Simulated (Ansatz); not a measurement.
# What moves the pressure of HfC?

```xyz
2
Lattice="0.0000 2.3250 2.3250 2.3250 0.0000 2.3250 2.3250 2.3250 0.0000" Properties=species:S:1:pos:R:3 pbc="T T T"
Hf    2.3250    2.3250    2.3250
C     0.0000    0.0000    0.0000
```

Atom numbers follow the list: Hf1, C2.

The cell is COD entry 1539502, as deposited and not checked against the literature; nothing was relaxed.

All numbers below come from DFT, PBE, all-electron LAPW, scalar-relativistic (Ansatz 0.2.0).

Settings: a Γ-centred 12×12×12 k mesh, Fermi–Dirac smearing of 0.05 eV, basis error target 0.25 meV/atom, no spin polarisation.

Spin–orbit coupling is off unless a change turns it on.

In this reference run the pressure is 0.3 GPa (positive in compression). Each change below is made alone, on the same k mesh, with fractional coordinates held unless an atom is moved; x, y and z are the Cartesian axes.

One change shifts the pressure by -12.1 GPa. Which?
A. atom 1 (Hf) moved by (0.2000, 0.0000, 0.0000) Å
B. functional lda
C. equal xy, yz and zx engineering shear strains of -4 %
D. volume scaled by 1.03
E. volume scaled by 0.97
F. spin-orbit coupling on

B. The others give: atom 1 (Hf) moved by (0.2000, 0.0000, 0.0000) Å, +3.7 GPa; volume scaled by 0.97, +7.6 GPa; volume scaled by 1.03, -6.6 GPa; equal xy, yz and zx engineering shear strains of -4 %, +0.3 GPa; spin-orbit coupling on, -0.6 GPa.
